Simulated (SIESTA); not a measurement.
Crystal: MgSe.

```
Se Mg
1.0
     0.00000    2.72550    2.72550
     2.72550    0.00000    2.72550
     2.72550    2.72550    0.00000
Se Mg
1 1
Direct
  0.50000 0.50000 0.50000
  0.00000 0.00000 0.00000
```

Base run:

* Program: SIESTA 5.4.2
* Functional: PBE
* Potentials or basis: PseudoDojo 0.4 standard (PBE files)
* Basis: DZP (energy shift 0.003 Ry; two zetas on semicore shells)
* Grid cutoff: 800 Ry
* Energy shift: 0.003 Ry
* k mesh: 8 × 8 × 8
* Occupations: fermi-dirac, width 0.05 eV
* Spin: no spin polarisation

Its results: band gap on the k mesh 1.92 eV, indirect (least direct gap 2.66 eV); pressure 4.1 GPa.

Task: The run is repeated on the same cell with these changes: basis from DZP (energy shift 0.003 Ry; two zetas on semicore shells) to SZP (energy shift 0.003 Ry). What comes out?

Result: Band gap on the k mesh 1.88 eV, indirect (least direct gap 2.97 eV); pressure 5.9 GPa.

Caveats: the basis of atomic orbitals isn't converged, which shifts pressures, moduli and gaps.

A k mesh can miss the band edges.
